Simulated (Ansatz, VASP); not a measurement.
# AlN: VASP beside Ansatz

```
CELL_PARAMETERS angstrom
3.11818 0.00000 0.00000
-1.55909 2.70042 0.00000
0.00000 0.00000 15.19836
ATOMIC_POSITIONS crystal
Al 0.00000 0.00000 0.18764
Al 0.00000 0.00000 0.68764
Al 0.33333 0.66667 0.52055
Al 0.66667 0.33333 0.02055
Al 0.33333 0.66667 0.85340
Al 0.66667 0.33333 0.35340
N 0.00000 0.00000 0.31279
N 0.00000 0.00000 0.81279
N 0.33333 0.66667 0.97926
N 0.66667 0.33333 0.47926
N 0.33333 0.66667 0.64637
N 0.66667 0.33333 0.14637
```

Alike in both runs: functional PBE; k mesh 12 × 12 × 2; occupations gaussian, width 0.02 eV; no spin polarisation.

Ansatz relaxed the structure, and its values are those at the end. VASP's run is a single point on that final structure, the one shown.

|  | VASP | Ansatz |
| --- | --- | --- |
| version | VASP 6.6.1 | Ansatz 0.2.0 |
| potentials or method | VASP PAW PBE potentials, release 64 (Al, N) | scalar-relativistic, plane waves, PAW |
| plane-wave cutoff (eV) | 520 | 420 |
| valence electrons in the cell | 48 | 48 |

|  | VASP | Ansatz | Ansatz less VASP |
| --- | --- | --- | --- |
| gap on the k mesh at the Fermi level (eV) | 3.80 | 3.80 | +0.006 |
| least direct gap on the mesh (eV) | 4.00 | 3.99 | -0.008 |
| pressure (GPa) | -0.3 | 0.0 | +0.30 |

A k mesh can miss the band edges.
